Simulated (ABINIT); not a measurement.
The system is PtS2.

```
CELL_PARAMETERS angstrom
3.54320 0.00000 0.00000
-1.77160 3.06850 0.00000
0.00000 0.00000 5.03880
ATOMIC_POSITIONS crystal
Pt 0.00000 0.00000 0.00000
S 0.66667 0.33333 0.77300
S 0.33333 0.66667 0.22700
```

Base run:

| Quantity | Value |
| --- | --- |
| Program | ABINIT 10.8.3 (patched build) |
| Functional | PBEsol |
| Potentials or basis | PseudoDojo NC SR PBEsol v0.4.1 standard |
| Cutoff | 1143 eV |
| k mesh | 9 × 9 × 5 |
| Occupations | fermi-dirac, width 0.05 eV |
| Spin | no spin polarisation |

Its results: band gap on the k mesh 0.95 eV, indirect (least direct gap 0.99 eV); pressure 6.2 GPa; largest force 0.938 eV/Å.

The run is repeated on the same cell with these changes: functional from PBEsol to r2SCAN; potentials or basis from PseudoDojo NC SR PBEsol v0.4.1 standard to JTH PAW PBE v2.0; cutoff from 1143 eV to 653 eV; valence electrons from 30 to 22. What comes out?

Band gap on the k mesh 1.15 eV, indirect (least direct gap 1.21 eV); pressure 10.0 GPa; largest force 1.288 eV/Å.

Caveats: spin-orbit coupling is left out, which moves the levels of the heavy elements; an odd mesh through Γ misses points on the zone boundary, where band edges often lie (some runs); the PAW data sets were made with another functional, which shifts forces and pressure a little (some runs).
